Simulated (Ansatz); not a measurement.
Structure optimisation: silicon, BC8

Theory: Ansatz, DFT, revPBE, plane waves (420 eV) with PAW, scalar-relativistic. (PAW data from PBE, frozen cores regenerated.)

k-point mesh 4×4×4, Fermi-Dirac smearing 0.05 eV, no spin polarisation. Cell and atoms relax.

Starting structure:

```cif
data_structure
_symmetry_space_group_name_H-M 'P 1'
_symmetry_Int_Tables_number 1
_cell_length_a 5.7469
_cell_length_b 5.7469
_cell_length_c 5.7469
_cell_angle_alpha 109.471
_cell_angle_beta 109.471
_cell_angle_gamma 109.471
_cell_volume 146.11
loop_
_atom_site_label
_atom_site_type_symbol
_atom_site_fract_x
_atom_site_fract_y
_atom_site_fract_z
_atom_site_occupancy
Si1 Si 0.20060 0.20060 0.20060 1
Si2 Si 0.50000 0.00000 0.29940 1
Si3 Si 0.29940 0.50000 0.00000 1
Si4 Si 0.00000 0.29940 0.50000 1
Si5 Si 0.79940 0.79940 0.79940 1
Si6 Si 0.50000 0.00000 0.70060 1
Si7 Si 0.70060 0.50000 0.00000 1
Si8 Si 0.00000 0.70060 0.50000 1
```

Q: What cell does the relaxation end in?

A: Ia-3 with a = 6.686 Å; 18.68 Å³ per atom against 18.26 at the start (2.3 %).

Q: How much energy does the relaxation gain?

A: 5.3 meV per atom.

Path of the relaxation (the plane waves are chosen anew near the end, which can shift the energy a little):

| step | E − E(final) (meV/atom) | V (Å³/atom) | P (GPa) | max force (eV/Å) |
| --- | --- | --- | --- | --- |
| 0 | 5.30 | 18.264 | 2.74 | 0.182 |
| 1 | 0.44 | 18.623 | 0.53 | 0.061 |
| 2 | 0.07 | 18.694 | 0.00 | 0.011 |
| 3 | 0.05 | 18.684 | 0.00 | 0.000 |
| 4 | 0.00 | 18.684 | 0.00 | 0.000 |
